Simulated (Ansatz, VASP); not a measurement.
## GaP in two plane-wave programs

One calculation is typed for both programs; each brings its own data sets. How far apart do they land? The cell is taken from a series of runs on this material, whose earlier steps may have relaxed, scaled, displaced or heated it; both programs get it as it stands.

Main program and level: Ansatz 0.2.0; plane waves, with VASP 6.6.1 beside it; zone-centre phonons at LDA.

## (1) The structure

It takes space group I-4m2 (No. 119, tetragonal). Conventional cell: a = 3.837 Å, b = 3.837 Å, c = 5.284 Å, α = 90.00°, β = 90.00°, γ = 90.00°. P has 4 Ga at 2.33 Å nearest. Nearest to Ga lie 4 P at 2.33 Å. Farther neighbours are not listed.

As a file:

```cif
data_structure
_symmetry_space_group_name_H-M 'I-4m2'
_symmetry_Int_Tables_number 119
_cell_length_a 3.8368
_cell_length_b 3.8368
_cell_length_c 5.2836
_cell_angle_alpha 90.000
_cell_angle_beta 90.000
_cell_angle_gamma 90.000
_cell_volume 77.78
loop_
_atom_site_label
_atom_site_type_symbol
_atom_site_symmetry_multiplicity
_atom_site_Wyckoff_symbol
_atom_site_fract_x
_atom_site_fract_y
_atom_site_fract_z
_atom_site_occupancy
P1 P 2 d 0.50000 0.00000 0.25000 1
Ga1 Ga 2 a 0.00000 0.00000 0.00000 1
```

## (2) Ansatz: zone-centre phonons, LDA

Ansatz runs on its PAW soft_1 files.

Second derivatives magnify differences that forces hide, and they need a tight electronic threshold.

Contents of input.yaml:

```yaml
crystal:
  lattice:
    - [0.0, 2.7129948643, 2.6417915779]
    - [2.7129948643, 0.0, 2.6417915779]
    - [2.7129948643, 2.7129948643, 0.0]
  atoms:
    - { symbol: P, position: [0.75, 0.75, 0.75] }
    - { symbol: Ga, position: [0.0, 0.0, 0.0] }
kpoints:
  mp_grid: { grid: [12, 12, 12] }
hamiltonian:
  xc: lda
  pseudopotentials: { kind: paw, azcp: { folder: soft_1 }, xc_functional: pbe }
scf:
  occupations: { method: fixed }
output:
  eigenvalues: true
phonons:
  method: dfpt
  dielectric: true
  rigid_motions: translations
```

Started as:

```
$ ansatz run input.yaml --threads 4 --pin off --max-ram 10240MiB --backend cpu --events-out ev --progress --plain --runs-dir out
```

Numbers of over 12 decimals in the logs are rounded to 6 here.

What it wrote:

```text
Engine: ansatz 0.2.0, aarch64-unknown-linux-gnu
Pseudopotentials: kind: paw
Pseudopotential: P, paw, valence charge 5, recommended cutoff 420 eV (normal), soft_1/P.paw.azcp
Pseudopotential: Ga, paw, valence charge 13, recommended cutoff 420 eV (normal), soft_1/Ga.paw.azcp
Functional definition: SPW92
  exchange = slater_x
  correlation = pw_c
Crystal: 2 atoms, lattice volume = 38.889 Å³
Basis set: ecut = 420 eV, 741 PW (Γ), exchange–correlation on 54×54×54 points (8 copies of the dense FFT grid, shifted against one another)
Bands: 13, of which v1, the nominal top of the filled ones, is band 9 counted from 1 (8 counted from 0)
Symmetry: 8 space group operations
k-points: 868 of 1728 (irreducible under 1 space group operation, time reversal used)
Non-local potential: P, projectors of the file, l = 0: 2, l = 1: 2, l = 2: 1
Non-local potential: Ga, projectors of the file, l = 0: 2, l = 1: 2, l = 2: 3, l = 3: 1
PAW form: soft (Blöchl's): semilocal exchange-correlation on the pseudo side does not see the compensation charge
PAW frozen core: P, regenerated for the run's functional, and the local potential with it (the file was generated under x = pbe(κ = 0.804, μ = 0.219515), c = pbe(β = 0.066725))
PAW frozen core: Ga, regenerated for the run's functional, and the local potential with it (the file was generated under x = pbe(κ = 0.804, μ = 0.219515), c = pbe(β = 0.066725))
PAW one-centre angular grid: P, 110 points (default); XC on 64 Gauss nodes
PAW one-centre angular grid: Ga, 590 points (default); XC on 64 Gauss nodes
Initial density: superposition of atomic densities (chi_scale 0.1, normalization cell, long waves kept (reshape's long-wave potential 0.00 eV rms))
Initial wavefunctions: pseudopotential atomic-orbital guess
Functional: x = slater, c = lda
SCF iter   1: F=—  HF=-4433.965547 eV  |F-HF|=—  |Δ(HF+E_count)|=         —  Δρ=4.52e-2  dr2=6.71e-1  ethr=3.10e-3  ⟨swp⟩=5.0  Hψ=60892  notcnv=0  defer=1660
preconditioner: auto → none  [insulator: Δε(μ)=1.576 eV  Ē_g=15.540 eV  n_scr=14 (ndim 8)  ℏωp=25.3 eV  f_vac=0.000  ε∞_Penn≈3.6]
SCF iter   2: F=—  HF=-4433.785774 eV  |F-HF|=—  |Δ(HF+E_count)|=   1.80e-1  Δρ=2.04e-2  dr2=9.08e-2  ethr=3.10e-3  ⟨swp⟩=2.1  Hψ=20732  notcnv=0  defer=1612
SCF iter   3: F=—  HF=-4433.771872 eV  |F-HF|=—  |Δ(HF+E_count)|=   1.39e-2  Δρ=5.15e-3  dr2=1.00e-2  ethr=5.05e-4  ⟨swp⟩=3.0  Hψ=20796  notcnv=0  defer=1714
SCF iter   4: F=—  HF=-4433.768144 eV  |F-HF|=—  |Δ(HF+E_count)|=   3.73e-3  Δρ=2.36e-3  dr2=7.78e-4  ethr=5.55e-5  ⟨swp⟩=2.9  Hψ=22064  notcnv=0  defer=1732
SCF iter   5: F=—  HF=-4433.767807 eV  |F-HF|=—  |Δ(HF+E_count)|=   3.37e-4  Δρ=5.39e-4  dr2=4.23e-5  ethr=4.32e-6  ⟨swp⟩=2.0  Hψ=20834  notcnv=0  defer=1736
SCF iter   6: F=—  HF=-4433.767808 eV  |F-HF|=—  |Δ(HF+E_count)|=   4.84e-7  Δρ=2.98e-5  dr2=2.07e-7  ethr=2.35e-7  ⟨swp⟩=2.3  Hψ=13939  notcnv=0  defer=1194
SCF iter   7: F=—  HF=-4433.767807 eV  |F-HF|=—  |Δ(HF+E_count)|=   3.77e-7  Δρ=6.01e-6  dr2=6.89e-9  ethr=1.15e-9  ⟨swp⟩=2.0  Hψ=19098  notcnv=0  defer=714
SCF iter   8: F=-4433.767807 eV  HF=-4433.767807 eV  |F-HF|=1.27e-11  |Δ(HF+E_count)|=  5.32e-10  Δρ=2.47e-7  dr2=1.00e-11  ethr=1.00e-12  ⟨swp⟩=8.2  Hψ=88447  notcnv=0
SCF 1 converged in 8 iterations: F = -4433.767807 eV  dr2 = 1.00e-11
  greatest PAW one-centre occupation: 0.994 electrons in one spin orbital (limit 2), on the Ga atom at site 1 (counted from 0), in its partial waves of l = 2
NSCF: frozen V_eff on 3 k-points
DFPT response loops at Γ: preconditioner auto → none (the input reference at scf.mixing.eps_inf says where Resta's filter doesn't serve); β = 0.50; Broyden in place of MSR1
── the response to a field inside a basis, on 12×12×12 k-points: an SCF that follows is theirs, and a resumed run solves both again ──
Bands: 10, of which v1, the nominal top of the filled ones, is band 9 counted from 1 (8 counted from 0)
k-points: 468 of 1728 (irreducible under 2 space group operations, time reversal used)
Initial density: handed on by an earlier stage of this run
Initial wavefunctions: pseudopotential atomic-orbital guess (no wavefunctions were taken with the density)
Eigensolver: Dense (468 Hₖ)
SCF iter   1: F=—  HF=-4433.767373 eV  |F-HF|=—  |Δ(HF+E_count)|=         —  Δρ=1.32e-4  dr2=2.46e-6  ethr=1.00e-1
preconditioner: auto → none  [insulator: Δε(μ)=1.256 eV  Ē_g=13.288 eV  n_scr=14 (ndim 8)  ℏωp=25.3 eV  f_vac=0.002  ε∞_Penn≈4.6]
SCF iter   2: F=—  HF=-4433.767372 eV  |F-HF|=—  |Δ(HF+E_count)|=   8.96e-7  Δρ=9.89e-5  dr2=1.53e-6  ethr=1.37e-8
SCF iter   3: F=—  HF=-4433.767372 eV  |F-HF|=—  |Δ(HF+E_count)|=   2.25e-7  Δρ=2.53e-5  dr2=2.28e-7  ethr=8.48e-9
SCF iter   4: F=-4433.767372 eV  HF=-4433.767372 eV  |F-HF|=2.30e-9  |Δ(HF+E_count)|=   2.94e-7  Δρ=3.24e-6  dr2=2.98e-9  ethr=1.27e-9
SCF 1 converged in 4 iterations: F = -4433.767372 eV  dr2 = 2.98e-9
DFPT response loops at Γ: mixed as the last ones told, above
WARN: field response: ε∞ stands inside a basis, on 12×12×12 points; the force constants stand on the 12×12×12 k-mesh, whose period is 13.01 times the interband length at k = (0.0000, 0.0000, 0.0000), direct gap 1.839 eV, under 14: take them and everything formed from them as unconverged, and compare with a denser kpoints.mp_grid
SCF converged after 8 iterations
Free energy (F): -4433.767807 eV
Harris-Foulkes:  -4433.767807 eV  (|F-HF|=1.27e-11)
Internal energy: -4433.767807 eV  (E = F + TS)
E sigma→0 (E₀):  -4433.767807 eV
Fermi energy:    7.441012 eV
--- Per-component energies (eV) ---
  E_band       = -57.207982
  E_kinetic    = 182.341311
  E_local      = -1653.585063  (includes V_loc(G=0)·N_el)
  E_nonlocal   = -57.242256
  E_hartree    = 1004.447785
  E_xc         = -136.064221
  E_vxc        = -118.735423  (∫ρ·V_xc dr)
  E_paw        = -2445.097343  (= ΣΔE_a)
  E_vpaw       = -418.881858  (= ΣTr[D̂ρ^β])
  E_aug_tail   = -0.000205  (compensation charges beyond the density's cutoff)
  E_ewald      = -1330.413648
  E_core_change = 1.845833  (= ΣΔE_core)
  E_smearing   = -0.000000  (= −TS)
  E_closure    = 0.000000  (closes the sum)
  Σ components = -4433.767807   (vs F -4433.767807, Δ=0.00e0)
--- Band table (eV; the first three rows and the last of 868) ---
  k-point 0: bands = [... 5 lower, -5.4825, 7.2922, 7.2922, 7.4410, 9.2797, 11.0850, 11.1428, 11.1428]
  k-point 1: bands = [... 5 lower, -5.3870, 6.4100, 7.1664, 7.2809, 9.7478, 11.2508, 11.3209, 11.3855]
  k-point 2: bands = [... 5 lower, -5.1071, 4.8685, 6.8724, 7.0114, 9.7599, 11.6892, 11.7018, 12.3867]
  k-point 867: bands = [... 5 lower, -3.2657, 0.3973, 6.0408, 6.2644, 8.9513, 11.8526, 12.0846, 15.4714]
--- Phonons (Γ-DFPT): 4 representative perturbations + reference, on 868 of 1728 k-points (Σ response iterations 12) ---
  k mesh reduced under 1 symmetry operation, with k and −k counted as one. Each operation leaves every solved perturbation unchanged. A smaller set is not considered because the run solves the response to a homogeneous field
  ASR residual: 8.844e-5 → 0.000e0 eV/Å²; symmetrization residual: 3.934e-6 eV/Å²
  ASR residual per site (eV/Å²): 8.84e-5 7.61e-5
  Γ frequencies (cm⁻¹): 0.00 0.00 0.00 366.80 368.52 368.52
  ε∞ (high-frequency dielectric tensor):
       10.698365     0.000000     0.000000
        0.000000    10.698365     0.000000
        0.000000     0.000000    10.426789
  ε⁰ (static dielectric tensor: ions relaxed, cell fixed):
       12.570141     0.000000    -0.000000
        0.000000    12.570141     0.000000
       -0.000000     0.000000    12.111707
  ε⁰ − ε∞ (ionic part):
        1.871776     0.000000    -0.000000
        0.000000     1.871776     0.000000
       -0.000000     0.000000     1.684918
  softest optical mode at Γ: 366.80 cm⁻¹; the repairs (sum rule, projections) moved no ω² at Γ by more than (0.99 cm⁻¹)²
  Born effective charges Z* (e; rows j = field, columns β = displacement):
    site 0:
        -2.07571    0.00000    0.00000
        -0.00000   -2.07571   -0.00000
         0.00000   -0.00000   -1.96021
    site 1:
         2.07571   -0.00000    0.00000
         0.00000    2.07571    0.00000
         0.00000    0.00000    1.96021
  Z* charge neutrality: 2.150e-4 e pre-enforcement
  solved inside a basis spanned on kpoints, on 12×12×12 k-points, its susceptibility summed on 16×16×16: ε∞ is read to err by 3.1e-2, Z* by 1.4e-2 e (field_mesh: kpoints solves on kpoints); Z* is corrected for what the basis lacks
  optical modes at Γ without the LO–TO term, one row a degenerate level:
      ω (cm⁻¹)  modes    IR ((D/Å)²/amu)
        366.80      1             4.1335
        368.52      2             9.2698
  optical modes at Γ + LO–TO along q̂ = [1.0000, 0.0000, 0.0000]:
      ω (cm⁻¹)  modes    IR ((D/Å)²/amu)
        366.80      1             4.1335
        368.52      1             4.6349
        399.46      1             4.6349
  optical modes at Γ + LO–TO along q̂ = [0.0000, 1.0000, 0.0000]:
      ω (cm⁻¹)  modes    IR ((D/Å)²/amu)
        366.80      1             4.1335
        368.52      1             4.6349
        399.46      1             4.6349
  optical modes at Γ + LO–TO along q̂ = [0.0000, 0.0000, 1.0000]:
      ω (cm⁻¹)  modes    IR ((D/Å)²/amu)
        368.52      2             9.2698
        395.33      1             4.1335
```

(Part 1 of 2 ends here.)

[Lines on the potential files, build, host, timing and source positions are cut from VASP's logs without a mark.]

[Logs are printed without paths, hosts, clocks, repeated set-up lines and the standing remarks that a program may print on its own settings, such as how far it seeks lower states.]

[Hosts, paths, dates, database ids (printed as entryN), source tags and the programs' standing remarks are cut or masked in the printed files.]
